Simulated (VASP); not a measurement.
# Cr in VASP: work function with PBE

Aim: the work function of Cr with PBE.

Everything below comes from runs of VASP 6.6.1. Logs are shortened: lines on timing, memory, paths and dates and some standing lists are left out, and cuts for length are marked.

**1. Starting point**

The cell holds a slab with vacuum, 16 atoms: a = 3.893 Å, b = 5.505 Å, c = 30.833 Å, α = 90.00°, β = 90.00°, γ = 90.00°.

The cell was built by a generator and needn't be a form met in nature.

**2. Work function, PBE**

The input, INCAR:

```
ALGO     = Normal         # electronic algorithm
DIPOL    = 0.5 0.5 0.500
EDIFF    = 1E-6           # SCF threshold, eV
ENCUT    = 520            # plane-wave cutoff, eV
GGA      = PE             # functional
IDIPOL   = 3            
ISIF     = 2              # what is computed and relaxed
ISMEAR   = 1              # smearing method
KPAR     = 4            
LASPH    = T              # aspherical terms in the spheres
LCHARG   = T              # write CHGCAR
LDIPOL   = T            
LREAL    = F              # projectors in reciprocal space
LVACPOTAV= T            
LVHAR    = T            
LWAVE    = F              # write WAVECAR
NELM     = 100            # most SCF steps
PREC     = Accurate       # precision mode
SIGMA    = 0.1            # smearing width, eV
```

The input, KPOINTS:

```
k-points
0
Gamma
  9 6 1
```

The input, POSCAR:

```
Cr
1.0
    3.8928208300      0.0000000000      0.0000000000
    0.0000000000      5.5052800000      0.0000000000
    0.0000000000      0.0000000000     30.8327709000
Cr
16
Direct
    1.0000000000      0.7500000000      0.3986359300
    0.5000000000      0.5000000000      0.3986359300
    1.0000000000      0.2500000000      0.3986359300
    0.5000000000      0.0000000000      0.3986359300
    1.0000000000      0.5000000000      0.4662130700
    0.5000000000      0.2500000000      0.4662130700
    1.0000000000      0.0000000000      0.4662130700
    0.5000000000      0.7500000000      0.4662130700
    1.0000000000      0.2500000000      0.5337902200
    0.5000000000      1.0000000000      0.5337902200
    0.0000000000      0.7500000000      0.5337902200
    0.5000000000      0.5000000000      0.5337902200
    1.0000000000      0.0000000000      0.6013640700
    0.5000000000      0.7500000000      0.6013640700
    0.0000000000      0.5000000000      0.6013640700
    0.5000000000      0.2500000000      0.6013640700
```

Potentials or basis: VASP PAW PBE potentials, release 64 (Cr_pv).

Started as:

```sh
> cat potpaw_PBE.64/Cr_pv/POTCAR > POTCAR
> mpirun -np 4 vasp_std > vasp.out
```

OUTCAR:

```text
EDIFF = 1E-6
   ENCUT = 520
   GGA = PE
   ISIF = 2
   ISMEAR = 1
   LASPH = T
   LREAL = F
   NELM = 100
   PREC = Accurate

 ion  position               nearest neighbor table
   1  0.000  0.750  0.399-   2 2.38   4 2.38   2 2.38   4 2.38   5 2.50   7 2.50   3 2.75   3 2.75
                             8 2.85   8 2.85
   2  0.500  0.500  0.399-   1 2.38   3 2.38   1 2.38   3 2.38   6 2.50   8 2.50   4 2.75   4 2.75
                             5 2.85   5 2.85
   3  0.000  0.250  0.399-   2 2.38   4 2.38   2 2.38   4 2.38   5 2.50   7 2.50   1 2.75   1 2.75
                             6 2.85   6 2.85
   4  0.500  0.000  0.399-   1 2.38   3 2.38   1 2.38   3 2.38   6 2.50   8 2.50   2 2.75   2 2.75
                             7 2.85   7 2.85
   5  0.000  0.500  0.466-   6 2.38   8 2.38   6 2.38   8 2.38   1 2.50   3 2.50   9 2.50  11 2.50
                             7 2.75   7 2.75   2 2.85   2 2.85  12 2.85  12 2.85
   6  0.500  0.250  0.466-   5 2.38   7 2.38   5 2.38   7 2.38   2 2.50   4 2.50  10 2.50  12 2.50
                             8 2.75   8 2.75   3 2.85   3 2.85   9 2.85   9 2.85
   7  0.000  0.000  0.466-   6 2.38   8 2.38   6 2.38   8 2.38   1 2.50   3 2.50   9 2.50  11 2.50
                             5 2.75   5 2.75   4 2.85   4 2.85  10 2.85  10 2.85
   8  0.500  0.750  0.466-   5 2.38   7 2.38   5 2.38   7 2.38   2 2.50   4 2.50  10 2.50  12 2.50
                             6 2.75   6 2.75   1 2.85   1 2.85  11 2.85  11 2.85
   9  0.000  0.250  0.534-  10 2.38  12 2.38  10 2.38  12 2.38  13 2.50  15 2.50   5 2.50   7 2.50
                            11 2.75  11 2.75  16 2.85  16 2.85   6 2.85   6 2.85
  10  0.500  0.000  0.534-   9 2.38  11 2.38   9 2.38  11 2.38  14 2.50  16 2.50   6 2.50   8 2.50
                            12 2.75  12 2.75  13 2.85  13 2.85   7 2.85   7 2.85
  11  0.000  0.750  0.534-  10 2.38  12 2.38  10 2.38  12 2.38  13 2.50  15 2.50   5 2.50   7 2.50
                             9 2.75   9 2.75  14 2.85  14 2.85   8 2.85   8 2.85
  12  0.500  0.500  0.534-   9 2.38  11 2.38   9 2.38  11 2.38  14 2.50  16 2.50   6 2.50   8 2.50
                            10 2.75  10 2.75  15 2.85  15 2.85   5 2.85   5 2.85
  13  0.000  0.000  0.601-  14 2.38  16 2.38  14 2.38  16 2.38   9 2.50  11 2.50  15 2.75  15 2.75
                            10 2.85  10 2.85
  14  0.500  0.750  0.601-  13 2.38  15 2.38  13 2.38  15 2.38  10 2.50  12 2.50  16 2.75  16 2.75
                            11 2.85  11 2.85
  15  0.000  0.500  0.601-  14 2.38  16 2.38  14 2.38  16 2.38   9 2.50  11 2.50  13 2.75  13 2.75
                            12 2.85  12 2.85
  16  0.500  0.250  0.601-  13 2.38  15 2.38  13 2.38  15 2.38  10 2.50  12 2.50  14 2.75  14 2.75
                             9 2.85   9 2.85

  LATTYP: Found a simple orthorhombic cell.
 ALAT       =     3.8928208300
 B/A-ratio  =     1.4142135589
 C/A-ratio  =     7.9204187006

  Lattice vectors:

 A1 = (   3.8928208300,   0.0000000000,   0.0000000000)
 A2 = (   0.0000000000,   5.5052800000,   0.0000000000)
 A3 = (   0.0000000000,   0.0000000000,  30.8327709000)

Analysis of symmetry for initial positions (statically):
=====================================================================
 Subroutine PRICEL returns following result:

  LATTYP: Found a base centered orthorhombic cell.
 ALAT       =     2.7526400000
 B/A-ratio  =     1.4142135659
 C/A-ratio  =    11.2011635739

  Lattice vectors:

 A1 = (  -1.9464104150,  -1.3763200000,   0.0000000000)
 A2 = (   1.9464104150,  -1.3763200000,   0.0000000000)
 A3 = (   0.0000000000,   0.0000000000,  30.8327709000)

   4 primitive cells build up your supercell.

 Routine SETGRP: Setting up the symmetry group for a
 simple orthorhombic supercell.

 Subroutine GETGRP returns: Found  8 space group operations
 (whereof  4 operations were pure point group operations)
 out of a pool of  8 trial point group operations.

The static configuration has the point symmetry C_2v.
 The point group associated with its full space group is D_2h.

Analysis of symmetry for dynamics (positions and initial velocities):
=====================================================================
 Subroutine PRICEL returns following result:

  LATTYP: Found a base centered orthorhombic cell.
 ALAT       =     2.7526400000
 B/A-ratio  =     1.4142135659
 C/A-ratio  =    11.2011635739

  Lattice vectors:

 A1 = (  -1.9464104150,  -1.3763200000,   0.0000000000)
 A2 = (   1.9464104150,  -1.3763200000,   0.0000000000)
[... 54 lines left out ...]

  Cartesian coordinates                     Fractional coordinates (reciprocal lattice)
     0.028542570  0.000000000  0.000000000     0.111111111  0.000000000  0.000000000
     0.000000000  0.030273967  0.000000000     0.000000000  0.166666667  0.000000000
     0.000000000  0.000000000  0.032433024     0.000000000  0.000000000  1.000000000

  Length of vectors
     0.028542570  0.030273967  0.032433024

  Shift w.r.t. Gamma in fractional coordinates (k-lattice)
     0.000000000  0.000000000  0.000000000

 Subroutine IBZKPT returns following result:
 ===========================================

 Found     20 irreducible k-points:

 Following reciprocal coordinates:
            Coordinates               Weight
  0.000000  0.000000  0.000000      1.000000
  0.111111  0.000000  0.000000      2.000000
  0.222222  0.000000  0.000000      2.000000
  0.333333  0.000000  0.000000      2.000000
  0.444444  0.000000  0.000000      2.000000
  0.000000  0.166667  0.000000      2.000000
[... 12 lines left out ...]
  0.333333  0.500000  0.000000      2.000000
  0.444444  0.500000  0.000000      2.000000
   k-points           NKPTS =     20   k-points in BZ     NKDIM =     20   number of bands    NBANDS=    115
   number of dos      NEDOS =    301   number of ions     NIONS =     16
   total plane-waves  NPLWV = 302400
   dimension x,y,z NGX =    30 NGY =   42 NGZ =  240
   dimension x,y,z NGXF=    60 NGYF=   84 NGZF=  480
   ions per type =              16
   NGX,Y,Z   is equivalent  to a cutoff of  12.81, 12.68, 12.94 a.u.
   NGXF,Y,Z  is equivalent  to a cutoff of  25.62, 25.37, 25.88 a.u.
 SYSTEM =  unknown system
   PREC   = accura    normal or accurate (medium, high low for compatibility)
   ISTART =      0    job   : 0-new  1-cont  2-samecut
   ICHARG =      2    charge: 1-file 2-atom 10-const
   ISPIN  =      1    spin polarized calculation?
   LNONCOLLINEAR =      F non collinear calculations
   LSORBIT =      F    spin-orbit coupling
   LASPH  =      T    aspherical Exc in radial PAW
   ENCUT  =  520.0 eV  38.22 Ry    6.18 a.u.   7.24 10.24 57.33*2*pi/ulx,y,z
   NELM   =    100;   NELMIN=  2; NELMDL= -5     # of ELM steps
   EDIFF  = 0.1E-05   stopping-criterion for ELM
   LREAL  =      F    real-space projection
   EDIFFG = 0.1E-04   stopping-criterion for IOM
   NSW    =      0    number of steps for IOM
   IBRION =     -1    ionic relax: 0-MD 1-quasi-New 2-CG
   NFREE  =      0    steps in history (QN), initial steepest desc. (CG)
   ISIF   =      2    stress and relaxation
   ISYM   =      2    0-nonsym 1-usesym 2-fastsym
   POTIM  = 0.5000    time-step for ionic-motion
   TEBEG  =    0.0;   TEEND  =   0.0 temperature during run
   PSTRESS=    0.0 pullay stress
   NELECT =     192.0000    total number of electrons
   NUPDOWN=      -1.0000    fix difference up-down
   EMIN   =  10.00;   EMAX   =-10.00  energy-range for DOS
   EFERMI =   0.00;   METHOD = LEGACY
   ISMEAR =     1;   SIGMA  =   0.10  broadening in eV -4-tet -1-fermi 0-gaus
   EFERMI_NEDOS =   21; number of points for ismear=-14 and -15
   IALGO  =     38    algorithm
   IMIX   =      4    mixing-type and parameters
     AMIX     =   0.40;   BMIX     =  1.00
     AMIX_MAG =   1.60;   BMIX_MAG =  1.00
  volume/ion in A,a.u.               =      41.30       278.70
  Fermi-wavevector in a.u.,A,eV,Ry     =   1.084317  2.049063 15.996973  1.175744
  Thomas-Fermi vector in A             =   2.220405
   LORBIT       =      0    0 simple, 1 ext, 2 COOP (PROOUT), +10 PAW based schemes
   GGA     = PE    functional components
   LHFCALC =     F    Hartree Fock is set to
   AEXX    =    0.0000 exact exchange contribution
   IVDW    =     0    specifies the selected vdW correction
   LEPSILON=     F    determine dielectric tensor
   LRPA    =     F    only Hartree local field effects (RPA)
 non-spin polarized calculation
 Methfessel and Paxton  Order N= 1 SIGMA  =   0.10
  energy-cutoff  :      520.00
  volume of cell :      660.78
 maximum number of plane-waves:     17841
 NGX is ok and might be reduce to    30
   NGX = 15   NGY = 21   NGZ =115

 number of electron     192.0000090 magnetization

 dipolmoment           0.000000      0.000000     -0.002465 electrons x Angstroem

 Free energy of the ion-electron system (eV)
  ---------------------------------------------------
  ext. energy  EPLUGINS =         0.00000000
  ---------------------------------------------------
  free energy    TOTEN  =      -142.83216767 eV

  energy without entropy =     -142.83899220  energy(sigma->0) =     -142.83444252

 E-fermi :  -0.5133     XC(G=0):  -4.4666

 val. band max:       -0.5178729605   @ k =   0.1111   0.3333   0.0000
 cond. band min:      -0.5108999096   @ k =   0.1111   0.1667   0.0000
 fundamental gap:      0.0069730510
 Fermi energy:        -0.5132731110

 k-point     1 :       0.0000    0.0000    0.0000
  band No.  band energies     occupation
      1     -44.3564      2.00000
      2     -44.2314      2.00000
      3     -44.1265      2.00000
      4     -43.9787      2.00000
      5     -43.9787      2.00000
      6     -43.9718      2.00000
[... 2209 lines left out ...]
    107       0.2696     -0.00000
    108       0.2696     -0.00000
 [bands above 108 left out]

------------------------ aborting loop because EDIFF is reached ----------------------------------------

  FORCE on cell =-STRESS in cart. coord.  units (eV):
  Direction    XX          YY          ZZ          XY          YZ          ZX
  --------------------------------------------------------------------------------------
  -------------------------------------------------------------------------------------
  Total        1.8760138      7.4877904     -8.4273415      0.0000000      0.0000000      0.0000000
  in kB        4.5487307     18.1554859    -20.4335954      0.0000000      0.0000000      0.0000000
  external PRESSURE =       0.7568737 kB  Pullay stress =       0.0000000 kB

 VOLUME and BASIS-vectors are now :
 -----------------------------------------------------------------------------
  energy-cutoff  :      520.00
  volume of cell :      660.78
      direct lattice vectors                 reciprocal lattice vectors
     3.892820830  0.000000000  0.000000000     0.256883130  0.000000000  0.000000000
     0.000000000  5.505280000  0.000000000     0.000000000  0.181643804  0.000000000
     0.000000000  0.000000000 30.832770900     0.000000000  0.000000000  0.032433024

 POSITION                                       TOTAL-FORCE (eV/Angst)
 -----------------------------------------------------------------------------------
      0.00000      4.12896     12.29105         0.000000      0.000000      0.446932
      1.94641      2.75264     12.29105         0.000000      0.000000      0.446932
      0.00000      1.37632     12.29105        -0.000000      0.000000      0.446932
      1.94641      0.00000     12.29105        -0.000000      0.000000      0.446932
      0.00000      2.75264     14.37464         0.000000      0.000000     -0.342106
      1.94641      1.37632     14.37464        -0.000000     -0.000000     -0.342106
[... 8 lines left out ...]
      0.00000      2.75264     18.54172        -0.000000     -0.000000     -0.446932
      1.94641      1.37632     18.54172        -0.000000      0.000000     -0.446932
 -----------------------------------------------------------------------------------
    total drift:                                0.000000      0.000000     -0.718148

  FREE ENERGIE OF THE ION-ELECTRON SYSTEM (eV)
  ---------------------------------------------------
  free  energy   TOTEN  =      -142.8321676724 eV

  energy  without entropy=     -142.8389922036  energy(sigma->0) =     -142.83444252

 vacuum level on the upper side and lower side of the slab         4.580         4.601
```

Wall time 30 min (4 MPI ranks of AMD EPYC 7R43 (Zen 3), shared host); peak memory 1.4 GiB.

What came out:

| Item | Value |
| --- | --- |
| Free energy | -142.8322 eV |
| Largest force | 0.447 eV/Å |
| Band gap on the k mesh | none (metal or under the smearing width) |
| Work function of the upper face | 5.09 eV |
| Work function of the lower face | 5.11 eV |

Forces in eV/Å, atoms in the order of the input:
```
Cr   0.000  0.000  0.447
Cr   0.000  0.000  0.447
Cr   0.000  0.000  0.447
Cr   0.000  0.000  0.447
Cr   0.000  0.000 -0.342
Cr   0.000  0.000 -0.342
Cr   0.000  0.000 -0.342
Cr   0.000  0.000 -0.342
Cr   0.000  0.000  0.342
Cr   0.000  0.000  0.342
Cr   0.000  0.000  0.342
Cr   0.000  0.000  0.342
Cr   0.000  0.000 -0.447
Cr   0.000  0.000 -0.447
Cr   0.000  0.000 -0.447
Cr   0.000  0.000 -0.447
```

Levels at points of the mesh, in eV from the Fermi level:
| k point | band 94 | band 95 | band 96 | band 97 | band 98 | band 99 |
| --- | --- | --- | --- | --- | --- | --- |
| (0.00, 0.00, 0.00) | -0.67 | -0.37 | -0.21 | 0.10 | 0.13 | 0.13 |
| (0.00, 0.50, 0.00) | -0.49 | -0.05 | -0.05 | 0.06 | 0.06 | 0.22 |

Caveat: the run has no spin polarisation, though such a crystal can be magnetic. Spin polarisation is off, so any magnetic state and its effect on volume and gap are missing.
